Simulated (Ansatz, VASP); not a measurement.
# C (Diamond): VASP beside Ansatz, part 2 of 2

Aim: how closely do two programs agree when they are given the same cell, functional and k mesh? The cell is a member of a volume series, scaled by 1.015 from a relaxed one, so a pressure remains.

VASP 6.6.1 and Ansatz 0.2.0.

So far. Step 2 (Ansatz: single point, PBEsol, volume scaled by 1.015): The run ends at a pressure of -7.56 GPa. Step 6 (Ansatz: single point, PBE, volume scaled by 0.985): The run ends at a pressure of 6.03 GPa.

## (10) VASP: single point, PBEsol with D3(BJ), volume scaled by 1.015

Level of this step: PBEsol with D3(BJ); plane waves and PAW (C) (VASP).

With cell and atoms fixed, the geometry can't cause a difference; cores, projectors, grids and the points listed under the comparison can. The cell compared in this pair holds 11.32 Å³, against 11.24 Å³ for the pair before.

The input asks for a relaxation, which ended at its first step since no free force or stress exceeded the threshold; so it serves as a single point.

INCAR reads:

```
SYSTEM = C
PREC = Accurate
ENCUT = 520
EDIFF = 1E-06
NELM = 100
ISMEAR = 0
SIGMA = 0.03
LREAL = .FALSE.
ALGO = Normal
GGA = PS
IVDW = 12
NBANDS = 10
LORBIT = 11
LWAVE = .FALSE.
LCHARG = .FALSE.
KPAR = 4
IBRION = 2
NSW = 30
ISIF = 4
EDIFFG = -0.01
```

POSCAR reads:

```
C
1.0
    0.0000000000      1.7821948437      1.7821948437
    1.7821948437      0.0000000000      1.7821948437
    1.7821948437      1.7821948437      0.0000000000
C
2
Direct
    0.7500000000      0.7500000000      0.7500000000
    0.5000000000      0.5000000000      0.5000000000
```

KPOINTS reads:

```
Automatic mesh
0
Gamma
10 10 10
0 0 0
```

PAW data sets: C (PBE family, release 64).

On the command line:

```bash
mpirun -np 4 vasp_std
```

Numbers of over 12 decimals in the logs are rounded to 6 here.

Log:

```text
[banner, memory and clock lines left out]
running    4 mpi-ranks, on    1 nodes
[...]
[... a notice as in an earlier step ...]

 LDA part: xc-table for (Slater+PW92), standard interpolation
 POSCAR, INCAR and KPOINTS ok, starting setup
[...]
entering main loop
       N       E                     dE             d eps       ncg     rms          rms(c)
DAV:   1    -0.265610438954E+01   -0.26561E+01   -0.50342E+03   998   0.778E+02
DAV:   2    -0.196555042208E+02   -0.16999E+02   -0.16642E+02  1270   0.123E+02
DAV:   3    -0.199155413005E+02   -0.26004E+00   -0.25980E+00  1106   0.122E+01
DAV:   4    -0.199159705993E+02   -0.42930E-03   -0.42928E-03  1010   0.596E-01
[...]
DAV:   9    -0.192491800293E+02   -0.15630E-04   -0.16145E-05  1142   0.382E-02    0.206E-02
DAV:  10    -0.192491877600E+02   -0.77306E-05   -0.34167E-06   988   0.177E-02    0.425E-03
DAV:  11    -0.192491876149E+02    0.14508E-06   -0.65298E-08   538   0.247E-03
   1 F= -.19508911E+02 E0= -.19508911E+02  d E =-.195089E+02
[...]
reached required accuracy - stopping structural energy minimisation
```

OUTCAR, selected parts (step 10):

```text
 Edisp (eV)   -0.25972

  Total      -0.46767    -0.46767    -0.46767    -0.00000    -0.00000     0.00000
  in kB     -66.18492   -66.18492   -66.18492    -0.00000    -0.00000     0.00000
  external pressure =      -66.18 kB  Pullay stress =        0.00 kB

 POSITION                                       TOTAL-FORCE (eV/Angst)
 -----------------------------------------------------------------------------------
      2.67329      2.67329      2.67329         0.000000      0.000000      0.000000
      1.78219      1.78219      1.78219        -0.000000     -0.000000     -0.000000
 -----------------------------------------------------------------------------------
    total drift:                                0.000000     -0.000000      0.000000

  FREE ENERGIE OF THE ION-ELECTRON SYSTEM (eV)
  ---------------------------------------------------
  free  energy   TOTEN  =       -19.5089112244 eV

  energy  without entropy=      -19.5089112244  energy(sigma->0) =      -19.50891122

[... 2 parts as in an earlier step ...]

[... 2 further parts left out ...]
[key lines of the parts left out:]
E-fermi :   9.9241
```

## (11) Ansatz: single point, PBEsol with D3(BJ), volume scaled by 1.015

The same cell, functional, mesh and smearing now go to Ansatz, which takes its cutoff from its data sets.

The cell is a member of a volume series, scaled by 1.015 from a relaxed one, so a pressure remains.

input.yaml reads:

```yaml
crystal:
  lattice:
    - [0.0, 1.78219484, 1.78219484]
    - [1.78219484, 0.0, 1.78219484]
    - [1.78219484, 1.78219484, 0.0]
  atoms:
    - { symbol: C, position: [0.75, 0.75, 0.75] }
    - { symbol: C, position: [0.5, 0.5, 0.5] }
hamiltonian:
  xc: pbesol
  pseudopotentials: { kind: paw }
  dispersion: d3bj
kpoints:
  mp_grid: { grid: [10, 10, 10] }
scf:
  occupations: { method: gaussian, width: 0.03 }
  n_extra_bands: 4
output:
  forces: true
  stress: true
  eigenvalues: true
  write_density: true
  write_potential: true
  elf: true
  volumetric_format: npy
```

On the command line:

```bash
ansatz run input.yaml --threads 2 --pin off --max-ram 4608MiB --backend cpu --events-out ev --progress --plain --runs-dir out
```

Log:

```text
[...]
Crystal: 2 atoms, lattice volume = 11.321 Å³
Basis set: ecut = 420 eV, 229 PW (Γ), exchange–correlation on 36×36×36 points (8 copies of the dense FFT grid, shifted against one another)
Bands: 8, of which v1, the nominal top of the filled ones, is band 4 counted from 1 (3 counted from 0)
Symmetry: 48 space group operations
[...]
k-points: 47 of 1000
[...]
Free energy (F): -493.594393 eV
[...]
Internal energy: -493.594393 eV  (E = F + TS)
E sigma→0 (E₀):  -493.594393 eV
Fermi energy:    15.348851 eV
[...]
--- Stress (GPa, compression-positive) ---
       -7.684018       0.000000      -0.000000
        0.000000      -7.684018       0.000000
       -0.000000      -0.000000      -7.684018
  P = ⅓ Tr σ = -7.6840 GPa (-76.840 kbar)
--- Band table (eV; the first three rows and the last of 47) ---
[...]
[key lines of the parts left out:]
SCF converged after 6 iterations
```

Wall time 0.56 s (2 threads of Arm Neoverse V2, shared host); peak memory 0.24 GiB; 0.6 s of CPU time.

The run ends at a pressure of -7.68 GPa.

## (12) Comparison

Both answers:

| quantity | Ansatz | VASP | difference |
| --- | --- | --- | --- |
| pressure (GPa) | -7.68 | -6.62 | -1.07 |
| pressure without Ansatz's Pulay correction (GPa) | -8.71 | -6.62 | -2.10 |
| gap on the k mesh (eV) | 4.046 | 4.040 | +0.007 |

A gap on the mesh is an upper bound, since the band edges may lie between its points. Ansatz's pressure holds a Pulay correction of 1.03 GPa; VASP's holds none.

## (13) Further runs

Further runs change the set-up of one program: Ansatz's method, potentials or start, or VASP's data sets, cutoff or form of LDA. The table gives Ansatz less VASP for each quantity, since a change that brings one quantity closer may part another.

```
                                        run  pressure (GPa)  gap on the k mesh (eV)  pressure without Ansatz's Pulay correction (GPa)
                                   as above            -1.1                  0.0068                                              -2.1
                       cores kept as stored           -0.87                  0.0069                                              -1.9
          Ansatz's all-electron LAPW method            -1.0                  0.0056                                                  
    Ansatz's larger PAW set (cutoff 800 eV)           -0.96                  0.0052                                              -1.1
norm-conserving potentials (cutoff 1116 eV)            0.71                   0.043                                              0.51
```

## (14) What came out

```json
{
  "difference in pressure (single point, PBEsol, volume scaled by 1.015)": "-1.0 GPa",
  "difference in gap on the k mesh (single point, PBE, volume scaled by 0.985)": "0.0093 eV",
  "difference in pressure (single point, PBE, volume scaled by 0.985)": "-0.72 GPa",
  "difference in pressure (single point, PBEsol with D3(BJ), volume scaled by 1.015)": "-1.1 GPa"
}
```

In words: The difference in pressure is -1.1 GPa (single point, PBEsol with D3(BJ), volume scaled by 1.015), beyond the 1 GPa picked in this series as the mark of a large difference. Single point, PBEsol, volume scaled by 1.015, Ansatz's larger PAW set (cutoff 800 eV): the difference in pressure without Ansatz's Pulay correction goes from -2.1 to -1.1 GPa. Single point, PBEsol, volume scaled by 1.015, norm-conserving potentials (cutoff 1116 eV): the difference in pressure goes from -1.0 to 0.71 GPa; the difference in gap on the k mesh goes from 0.0054 to 0.042 eV; the difference in pressure without Ansatz's Pulay correction goes from -2.1 to 0.50 GPa. For single point, PBE, volume scaled by 0.985, no further run moves any of the tabulated differences by more than a quarter of its size. Single point, PBEsol with D3(BJ), volume scaled by 1.015, Ansatz's larger PAW set (cutoff 800 eV): the difference in pressure without Ansatz's Pulay correction goes from -2.1 to -1.1 GPa. Single point, PBEsol with D3(BJ), volume scaled by 1.015, norm-conserving potentials (cutoff 1116 eV): the difference in pressure goes from -1.1 to 0.71 GPa; the difference in gap on the k mesh goes from 0.0068 to 0.043 eV; the difference in pressure without Ansatz's Pulay correction goes from -2.1 to 0.51 GPa. 4 further runs of this series are not shown here. How closely two codes agree says nothing of how well the functional describes the real material.

[Lines on the potential files, build, host, timing and source positions are cut from VASP's logs without a mark.]

[Logs are printed without paths, hosts, clocks, repeated set-up lines and the standing remarks that a program may print on its own settings, such as how far it seeks lower states.]

[Hosts, paths, dates, database ids (printed as entryN), source tags and the programs' standing remarks are cut or masked in the printed files.]
